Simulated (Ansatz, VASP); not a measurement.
# S: VASP beside Ansatz

INCAR

```
SYSTEM = S
ALGO = Normal
EDIFF = 1E-7
ENCUT = 520
GGA = PE
ISIF = 2
ISMEAR = -1
LASPH = .TRUE.
LCHARG = .FALSE.
LREAL = .FALSE.
LWAVE = .FALSE.
NBANDS = 9
NELM = 60
PREC = Accurate
SIGMA = 0.03
```

File KPOINTS:

```
k-points
0
G
  16 16 16
  0 0 0
```

POSCAR

```
S
1.0
    0.0000000000      1.9772017607      1.9772017607
    1.9772017607      0.0000000000      1.9772017607
    1.9772017607      1.9772017607      0.0000000000
S
1
Direct
    0.0000000000      0.0000000000      0.0000000000
```

Input for Ansatz:

```yaml
crystal:
  lattice:
    - [0.0, 1.9772017607, 1.9772017607]
    - [1.9772017607, 0.0, 1.9772017607]
    - [1.9772017607, 1.9772017607, 0.0]
  atoms:
    - { symbol: S, position: [0.0, 0.0, 0.0] }
kpoints:
  mp_grid: { grid: [16, 16, 16] }
scf:
  occupations: { method: fermi_dirac, width: 0.03 }
hamiltonian:
  xc: pbe
  pseudopotentials: { kind: all_electron, lapw: { basis_error: 0.001 } }
output:
  forces: true
  stress: true
  eigenvalues: true
```

Change from the starting cell: volume scaled by 0.975.

Alike in both runs: task single point; functional PBE; k mesh 16 × 16 × 16; occupations fermi-dirac, width 0.03 eV; no spin polarisation.

```csv
,VASP,Ansatz
version,VASP 6.6.1,Ansatz 0.2.0
potentials or method,"VASP PAW PBE potentials, release 64 (S)","all-electron LAPW, scalar-relativistic"
plane-wave cutoff (eV),520,see its input
```

Ansatz gave:

```
pressure (GPa) : 2.3
```

What did VASP give for the same quantities?

Pressure (GPa): 2.0.

Ansatz ran all-electron here, so the differences hold the error of VASP's frozen core and of both bases.
